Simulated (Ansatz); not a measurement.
**SiO₂: pressure coefficient of the gap from its deformation potential**

Method: DFT PBE, scalar-relativistic, plane waves, PAW in Ansatz 0.2.0. Cutoff 420 eV, mesh 6×6×6 in the first runs.

The relaxed cell is Fddd with a = 4.759 Å, b = 9.522 Å, c = 14.855 Å. An equation of state gives B0 = 118.9 GPa at V0 = 14.025 Å³/atom, and gaps on the k mesh of 5.776 eV at 13.603 Å³/atom, 5.598 eV at 14.023 Å³/atom, 5.395 eV at 14.444 Å³/atom.

Predict dE_g/dP at zero pressure, and compare with cells relaxed under pressure.

A parabola in ln V through the three points has the slope a = dE_g/d ln V = -6.37 eV at V0. Since dP = −B d ln V, dE_g/dP = −a/B = 53.5 meV/GPa. Separate runs under pressure gave gaps (over the zone) of 5.420 eV at -3.01 GPa, 5.598 eV at 0.01 GPa, 5.745 eV at 3.03 GPa, a slope of 53.8 meV/GPa at zero. The two routes agree within 0.3 meV/GPa. Compression widens this gap. Pressure coefficients of semilocal functionals are as a rule better than their gaps.

This form isn't the usual stable structure of the compound.